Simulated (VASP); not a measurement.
Set up this calculation in VASP 6.6.1, as the native input.

- Task: single point
- Functional: PBEsol
- Potentials or basis: VASP PAW PBE potentials, release 64 (Al)
- Cutoff: 520 eV
- k mesh: 15 × 15 × 15
- Occupations: fermi-dirac, width 0.1 eV
- Spin: no spin polarisation
- Dipole correction: no
- Further INCAR settings: ALGO = Fast; EDIFF = 1e-06; NBANDS = 8

The structure of Al lies in POSCAR:

```
Al
1.0
   -1.6282250617      1.6282250617      1.6282250617
    1.6282250617     -1.6282250617      1.6282250617
    1.6282250617      1.6282250617     -1.6282250617
Al
1
Direct
    0.0000000000      0.0000000000      0.0000000000
```

This isn't the form of Al at room conditions, which is fcc.

One way to write it, as run:

INCAR

```
ALGO     = Fast           # electronic algorithm
EDIFF    = 1E-6           # SCF threshold, eV
ENCUT    = 520            # plane-wave cutoff, eV
GGA      = PS             # functional
ISIF     = 2              # what is computed and relaxed
ISMEAR   = -1             # smearing method
LASPH    = T              # aspherical terms in the spheres
LCHARG   = F              # write CHGCAR
LREAL    = F              # projectors in reciprocal space
LWAVE    = F              # write WAVECAR
NBANDS   = 8              # bands
NELM     = 100            # most SCF steps
PREC     = Accurate       # precision mode
SIGMA    = 0.1            # smearing width, eV
```

KPOINTS

```
k-points
0
Gamma
  15 15 15
```

Potentials or basis: VASP PAW PBE potentials, release 64 (Al).

Command:

```bash
$ cat potpaw_PBE.64/Al/POTCAR > POTCAR
$ mpirun -np 1 vasp_std > vasp.out
```

Results of the run:

```yaml
Pressure: -2.7 GPa
Band_gap_on_the_k_mesh: none (metal or under the smearing width)
```

Caveat: the PAW data sets were made with another functional, which shifts forces and pressure a little.

Run time: 12 s on 1 thread of AMD EPYC 9R14 (Zen 4), on a shared host, peak memory 0.11 GiB.
